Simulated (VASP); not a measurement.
Here is a VASP 6.6.1 calculation.

Contents of INCAR:

```
PREC = Accurate ; ENCUT = 500
EDIFF = 1E-6 ; ISMEAR = 0
SIGMA = 0.02 ; LREAL = False
LASPH = True ; NELM = 60
ALGO = Fast ; ISIF = 2
LWAVE = False ; LCHARG = False
GGA = PE ; NBANDS = 21
```

The input KPOINTS:

```
Automatic mesh
0
Gamma
  7 7 7
```

The input POSCAR:

```
Ge
1.0
   -2.5744897190      2.5744897190      1.3974126432
    2.5744897190     -2.5744897190      1.3974126432
    2.5744897190      2.5744897190     -1.3974126432
Ge
2
Direct
    0.5000000000      0.5000000000      0.0000000000
    0.2500000000      0.7500000000      0.5000000000
```

Potentials or basis: VASP PAW PBE potentials, release 64 (Ge_d_GW).

Command:

```console
$ cat potpaw_PBE.64/Ge_d_GW/POTCAR > POTCAR
$ mpirun -np 1 vasp_std > vasp.out
```

Question: Predict the pressure.

Answer: 1.8 GPa.

Question: Predict the band gap on the k mesh.

Answer: None (metal or under the smearing width).

Stress tensor (GPa, compression positive):
```
1.39 0.00 0.00
0.00 1.39 0.00
0.00 0.00 2.76
```

Caveat: the k mesh is coarse (spacing up to 0.37 Å⁻¹), so the values aren't converged.
